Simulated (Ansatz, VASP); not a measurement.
Two plane-wave programs on Sn3Se

The input INCAR:

```
PREC = Accurate
ENCUT = 520
EDIFF = 1E-6
ISMEAR = -1
SIGMA = 0.05
LREAL = F
LASPH = T
NELM = 100
ALGO = Normal
ISIF = 2
LWAVE = F
LCHARG = F
NBANDS = 32
```

File KPOINTS:

```
regular mesh
0
Gamma
  6 6 6
```

POSCAR

```
Sn3Se
1.0
    0.0000000000      3.6569301267      3.6569301267
    3.6569301267      0.0000000000      3.6569301267
    3.6569301267      3.6569301267      0.0000000000
Sn Se
3 1
Direct
    0.5000000000      0.5000000000      0.5000000000
    0.7500000000      0.7500000000      0.7500000000
    0.2500000000      0.2500000000      0.2500000000
    0.0000000000      0.0000000000      0.0000000000
```

File input.yaml:

```yaml
crystal:
  lattice:
    - [0.0, 3.6569301267, 3.6569301267]
    - [3.6569301267, 0.0, 3.6569301267]
    - [3.6569301267, 3.6569301267, 0.0]
  atoms:
    - { symbol: Sn, position: [0.5, 0.5, 0.5] }
    - { symbol: Sn, position: [0.75, 0.75, 0.75] }
    - { symbol: Sn, position: [0.25, 0.25, 0.25] }
    - { symbol: Se, position: [0.0, 0.0, 0.0] }
hamiltonian:
  xc: lda
  pseudopotentials: { kind: paw }
kpoints:
  mp_grid: { grid: [6, 6, 6] }
scf:
  occupations: { method: fermi_dirac, width: 0.05 }
output:
  forces: true
  stress: true
  eigenvalues: true
```

The cell comes from a database or a generator and needn't be the stable form of this composition.

Alike in both runs: task single point; functional LDA; k mesh 6 × 6 × 6; occupations fermi-dirac, width 0.05 eV; no spin polarisation.

```csv
,VASP,Ansatz
version,VASP 6.6.1,Ansatz 0.2.0
potentials or method,"VASP PAW LDA potentials, release 64 (Sn_d, Se)",Ansatz PAW
plane-wave cutoff (eV),520,420
valence electrons in the cell,48,58
```

|  | VASP | Ansatz | Ansatz less VASP |
| --- | --- | --- | --- |
| gap on the k mesh at the Fermi level (eV) | none | none | - |
| pressure (GPa) | -1.4 | -1.5 | -0.09 |

A gap of «none» marks a metal or a gap that the smearing closes. The two sets of potentials don't hold the same shells in valence.

Caveats: the PAW data sets come from PBE, with cores solved anew for the run's functional, which leaves a small shift of forces and pressure (Ansatz).
